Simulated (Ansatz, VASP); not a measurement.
**One calculation of HfC, 3 ways**

The starting cell:

```
CELL_PARAMETERS angstrom
0.00000 2.32500 2.32500
2.32500 0.00000 2.32500
2.32500 2.32500 0.00000
ATOMIC_POSITIONS crystal
Hf 0.50000 0.50000 0.50000
C 0.00000 0.00000 0.00000
```

Alike in all runs: task relaxation of cell and atoms; functional RPBE; k mesh 10 × 10 × 10; occupations fermi-dirac, width 0.05 eV; no spin polarisation; no spin-orbit coupling.

```csv
program and potentials,plane-wave cutoff (eV),notes,equilibrium volume (Å³/atom)
"Ansatz, Ansatz PAW",420,"potentials made for PBE, which Ansatz adapts in part; 15 valence electrons an atom on average",12.80
"VASP, PBE PAW files C, Hf_pv, 600 eV",600,potentials made for PBE; 7 valence electrons an atom on average,12.75
"Ansatz, all-electron LAPW, scalar-relativistic",-,-,12.80
```

The equilibrium volume spans 12.75 (VASP, PBE PAW files C, Hf_pv, 600 eV) to 12.80 Å³/atom (Ansatz, all-electron LAPW, scalar-relativistic), with all-electron results at 12.80. Some sets were made for another functional than the one run, which can shift their rows. Relaxations stop with a little pressure left, so the last digit of a volume isn't settled.

The functional is the same throughout but for its coding, so the spread measures potentials, basis and numerics; runs on potential files found faulty are left out.
